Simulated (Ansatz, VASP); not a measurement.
**One calculation of HfN, two programs**

```
Hf N
1.0
     0.00000    2.26500    2.26500
     2.26500    0.00000    2.26500
     2.26500    2.26500    0.00000
Hf N
1 1
Direct
  0.00765 0.00765 0.00765
  0.50000 0.50000 0.50000
```

Alike in both runs: task single point; functional HSE06; k mesh 4 × 4 × 4; occupations fermi-dirac, width 0.1 eV; no spin polarisation.

|  | VASP | Ansatz |
| --- | --- | --- |
| version | VASP 6.6.1 | Ansatz 0.2.0 development build |
| potentials or method | VASP PAW PBE potentials, release 64 (Hf_pv, N), cutoff 520 eV | plane waves, all-electron PAW datasets generated for the crystal |

VASP gave:

| Item | Value |
| --- | --- |
| rms of the force components (eV/Å) | 0.396 |

Which values does Ansatz return?

rms of the force components (eV/Å): 0.406.

Atom by atom the forces differ by 0.010 eV/Å (rms over components). Ansatz ran all-electron here, so the differences hold the error of VASP's frozen core and of both bases. Ansatz warned: «filled_band_counts_differ_across_k_points».

Caveats: the k mesh is coarse (spacing up to 0.60 Å⁻¹), so the values aren't converged, least of all with exact exchange; the PAW data sets were made with another functional, which shifts forces and pressure a little (VASP). The runs have no spin-orbit coupling, so splittings on Hf are missing.
